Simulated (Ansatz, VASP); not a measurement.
## One calculation of Bi, two programs

```
CELL_PARAMETERS angstrom
4.53900 0.00000 0.00000
-2.26950 3.93089 0.00000
0.00000 0.00000 11.82900
ATOMIC_POSITIONS crystal
Bi 0.33333 0.66667 0.25000
Bi 0.66667 0.33333 0.75000
```

This isn't the form of Bi at room conditions, which is rhombohedral.

Alike in both runs: task single point; functional LDA; k mesh 12 × 12 × 4; occupations gaussian, width 0.15 eV; no spin polarisation.

|  | VASP | Ansatz |
| --- | --- | --- |
| version | VASP 6.6.1 | Ansatz 0.2.0 |
| potentials or method | VASP PAW LDA potentials, release 64 (Bi_d) | scalar-relativistic, plane waves, PAW |
| plane-wave cutoff (eV) | 520 | 420 |
| valence electrons in the cell | 30 | 30 |

|  | VASP | Ansatz | Ansatz less VASP |
| --- | --- | --- | --- |
| gap on the k mesh at the Fermi level (eV) | none | none | - |
| pressure (GPa) | -3.6 | -3.6 | +0.03 |
| largest component of the traceless stress (GPa) | 3.16 | 3.15 | -0.007 |

A gap of «none» marks a metal or a gap that the smearing closes.

Caveats: spin-orbit coupling is left out, which moves the levels of the heavy elements.
